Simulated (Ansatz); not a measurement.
## Levels of theory for SiS2 (Ibam)

All numbers come from Ansatz. No spin polarisation and no zero-point or thermal motion.

A 6-atom cell of SiS2 started from a crystallographic database, relaxed with r2SCAN+rVV10. The symmetry is Ibam (No. 72, orthorhombic); a = 5.487 Å, b = 9.636 Å, c = 5.523 Å in the conventional setting, 24.34 Å³ an atom. Si has 4 S at 2.13 Å; S has 2 Si at 2.13 Å.

```
Si S
1.0
    -2.74339    4.81808    2.76165
     2.74339   -4.81808    2.76165
     2.74339    4.81808   -2.76165
Si S
2 4
Cartesian
  0.0000 0.0000 4.1425
  0.0000 0.0000 1.3808
  1.1644 1.1349 0.0000
  1.5790 3.6832 2.7617
  1.5790 5.9530 0.0000
  1.1644 -1.1349 2.7617
```

Relaxed lattice by functional, symmetry kept:

| functional | k mesh | a (Å) | b (Å) | c (Å) | volume (Å³/atom) |
| --- | --- | --- | --- | --- | --- |
| PBE-D3(BJ) | 6×6×6 | 5.412 | 9.555 | 5.528 | 23.82 |
| r2SCAN+rVV10 | 6×6×6 | 5.487 | 9.636 | 5.523 | 24.34 |
| PBE-D4 | 6×6×6 | 5.394 | 9.536 | 5.525 | 23.68 |

On this one geometry the levels give:
```
   level  k mesh  gap (eV)      kind                                 edges  least direct gap (eV)
     LDA   6×6×6      2.52  indirect  Σ₀–Γ (0.18) → (0.411, 0.417, -0.417)                   2.89
     PBE   6×6×6      2.73  indirect             Σ₀–Γ (0.20) → G₀–X (0.50)                   3.07
  r2SCAN   6×6×6      3.12  indirect  Σ₀–Γ (0.18) → (0.411, 0.417, -0.417)                   3.49
 r2SCANh   4×4×4      3.78  indirect  Σ₀–Γ (0.18) → (0.411, 0.417, -0.417)                   4.17
   HSE06   4×4×4      3.83  indirect  Σ₀–Γ (0.18) → (0.411, 0.417, -0.417)                   4.23
DDH-PBE0   4×4×4      4.52  indirect  Σ₀–Γ (0.18) → (0.411, 0.417, -0.417)                   4.92
    PBE0   4×4×4      4.57  indirect  Σ₀–Γ (0.18) → (0.411, 0.417, -0.417)                   4.98
```
PBE: smearing of 0.02 eV; the others have fixed occupations.
Wave cutoffs: 420 eV, 500 eV (r2SCAN, r2SCANh).
Points off the special ones are mesh points or PBE's searched band edges, reused at the other levels.

HSE06 gives an indirect gap of 3.83 eV, from Σ₀–Γ (0.18 of the way from Σ₀) to k = (0.411, 0.417, -0.417); the least direct gap is 4.23 eV at X. With r2SCAN, at Γ the top three valence levels group as 1+1+1 from the top, spread over 219 meV.

r2SCAN covers 35 % of the step from PBE to HSE06. Among these functionals the gap stays indirect.

r2SCAN (ground state on 6×6×6): The clamped-ion dielectric constant comes out as 3.40, 3.54 and 4.83 along x, y and z. Born charges, averaged over directions: Si +2.41, S -1.20 e. PBE (ground state on 6×6×6): ε∞: 3.52, 3.69 and 5.14 along x, y and z. Born charges, averaged over directions: Si +2.37, S -1.18 e.

Coordinates of k points refer to the reciprocal vectors of the primitive cell of the runs.

The meshes of the hybrids are coarse, so their gaps aren't converged to the digits shown.

The splittings at Γ are without spin-orbit coupling, which regroups them where it is of like size or larger.
